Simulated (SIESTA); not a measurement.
TiC:

```xyz
2
Lattice="0.0000 2.1657 2.1657 2.1657 0.0000 2.1657 2.1657 2.1657 0.0000" Properties=species:S:1:pos:R:3 pbc="T T T"
Ti    0.0000    0.0000    0.0000
C     2.1657    2.1657    2.1657
```

The cell is a database's computed one.

Program: SIESTA 5.4.2. Alike in all runs: no spin polarisation; cell as given; k mesh 11 × 11 × 11; smearing fermi-dirac 0.05 eV; grid cutoff 800 Ry.

Q: Order these runs on this cell by their pressure, lowest first.
A. level PBEsol; potentials or basis PseudoDojo 0.4 standard (PBEsol files), DZP (energy shift 0.003 Ry; two zetas on semicore shells); energy shift 0.003 Ry
B. level LDA; potentials or basis PseudoDojo 0.4 standard (LDA files), DZP (energy shift 0.003 Ry; two zetas on semicore shells); energy shift 0.003 Ry
C. level PBE; potentials or basis PseudoDojo 0.4 standard (PBE files), DZ (energy shift 0.002 Ry); energy shift 0.002 Ry
D. level BLYP; potentials or basis PseudoDojo 0.4 standard (PBE files), DZP (energy shift 0.003 Ry; two zetas on semicore shells); energy shift 0.003 Ry
E. level vdW-DF-cx; potentials or basis PseudoDojo 0.4 standard (PBE files), DZP (energy shift 0.003 Ry; two zetas on semicore shells); energy shift 0.003 Ry

A: B (-11.1 GPa), A (-5.4 GPa), E (-3.8 GPa), C (0.5 GPa), D (10.5 GPa).

Caveats: the basis of atomic orbitals isn't converged, which shifts pressures, moduli and gaps; the potentials were made for another functional, which shifts forces and pressure (some runs); the basis has no polarisation orbitals (some runs); semicore shells carry a single zeta, which can move pressures by several GPa and volumes by a few percent (some runs).

Not every run made on this cell is shown here.
